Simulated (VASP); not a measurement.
Here is a VASP 6.6.1 calculation.

The input POSCAR:

```
BAs
1.0
    0.0000000000      2.3885000000      2.3885000000
    2.3885000000      0.0000000000      2.3885000000
    2.3885000000      2.3885000000      0.0000000000
B As
1 1
Direct
    0.0000000000      0.0000000000      0.0000000000
    0.2500000000      0.2500000000      0.2500000000
```

File INCAR.step1:

```
SYSTEM = BAs
ALGO = Normal
EDIFF = 1E-8
EDIFFG = -0.002
ENCUT = 600
IBRION = 2
ISIF = 3
ISMEAR = 0
LASPH = .TRUE.
LCHARG = .FALSE.
LMIXTAU = .TRUE.
LREAL = .FALSE.
LWAVE = .FALSE.
METAGGA = R2SCAN
NELM = 80
NSW = 40
PREC = Accurate
SIGMA = 0.02
```

File INCAR.step2:

```
SYSTEM = BAs
ALGO = Normal
EDIFF = 1E-8
ENCUT = 600
IBRION = 6
ISIF = 2
ISMEAR = 0
LASPH = .TRUE.
LCHARG = .FALSE.
LMIXTAU = .TRUE.
LREAL = .FALSE.
LWAVE = .FALSE.
METAGGA = R2SCAN
NELM = 80
NFREE = 2
NSW = 1
POTIM = 0.015
PREC = Accurate
SIGMA = 0.02
```

KPOINTS

```
k-points
0
G
  10 10 10
  0 0 0
```

Potentials or basis: VASP PAW PBE potentials, release 64 (B, As).

Launch:

```console
$ cat potpaw_PBE.64/B/POTCAR potpaw_PBE.64/As/POTCAR > POTCAR
$ cp INCAR.step1 INCAR
$ mpirun -np 1 vasp_std > vasp.out
$ cp CONTCAR POSCAR
$ cp INCAR.step2 INCAR
$ mpirun -np 1 vasp_std > vasp.out
```

(1) Estimate the highest phonon frequency at Γ, LO-TO splitting left out.

(2) What does it give for the relaxed cell?

(3) Predict the space group after relaxing (to 0.05 Å).

Answers

(1) 700 cm⁻¹.

(2) a = 3.384 Å, b = 3.384 Å, c = 3.384 Å, α = 60.00°, β = 60.00°, γ = 60.00°.

(3) F-43m (No. 216).
